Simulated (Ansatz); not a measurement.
## MgTe (zincblende): G0W0 against its settings

Zincblende MgTe, relaxed with r2SCAN; one-shot G0W0 in Ansatz without spin-orbit coupling. Spin-unpolarised throughout. Whether this structure exists isn't addressed.

```
Mg Te
1.0
     0.00000    3.23311    3.23311
     3.23311    0.00000    3.23311
     3.23311    3.23311    0.00000
Mg Te
1 1
Direct
  0.00000 0.00000 0.00000
  0.25000 0.25000 0.25000
```

Gaps are read over the mesh points alone. G0W0 here is at a finite number of bands, screening cutoff and k mesh, not at the basis limit.
```csv
start,potentials,frequency model,mesh,empty bands,screening cutoff (eV),Kohn-Sham gap (eV),G0W0 gap (eV),rough cost
PBE,PAW,contour deformation,4×4×4,109,80,2.41,3.55,28 core-seconds
PBE,PAW,contour deformation,4×4×4,254,140,2.41,3.61,2.4 core-minutes
PBE,PAW,contour deformation,4×4×4,467,210,2.41,3.63,11 core-minutes
HSE06,PAW,contour deformation,4×4×4,254,140,3.28,4.05,4 core-minutes
LDA,PAW,contour deformation,4×4×4,254,140,2.17,3.46,2.3 core-minutes
r2SCAN,PAW,contour deformation,4×4×4,254,140,3.10,3.96,2.5 core-minutes
PBE,PAW,Godby-Needs pole,4×4×4,254,140,2.41,3.66,2.4 core-minutes
PBE,PAW,contour deformation,6×6×6,109,80,2.42,3.57,2.4 core-minutes
PBE,norm-conserving,contour deformation,4×4×4,254,140,2.40,3.57,5 core-minutes
```

Over the mesh points the PBE gap of 2.41 eV becomes a quasiparticle gap of 3.63 eV (direct at Γ), a change of +1.22 eV. Renormalisation factors Z lie between 0.75 and 0.80.

Raising bands and cutoff together moves the gap by +0.06 eV (80 to 140 eV), then +0.02 eV (140 to 210 eV); the last step is small, which bounds nothing strictly. Starting from HSE06 (3.28 eV against PBE's 2.41 eV) gives 4.05 eV, +0.44 eV from G0W0@PBE at the same screening cutoff. Starting from LDA (2.17 eV against PBE's 2.41 eV) gives 3.46 eV, -0.15 eV from G0W0@PBE at the same screening cutoff. Starting from r2SCAN (3.10 eV against PBE's 2.41 eV) gives 3.96 eV, +0.35 eV from G0W0@PBE at the same screening cutoff. The Godby-Needs plasmon pole differs from contour deformation by +0.05 eV. A 6×6×6 mesh in place of 4×4×4 changes the opening over PBE by +0.01 eV (the gap on the mesh by +0.02 eV). Norm-conserving potentials (wave cutoff 1143 eV against 420 eV) shift the quasiparticle gap by -0.04 eV and the PBE gap by -0.01 eV. r2SCAN runs take a wave cutoff of 500 eV.
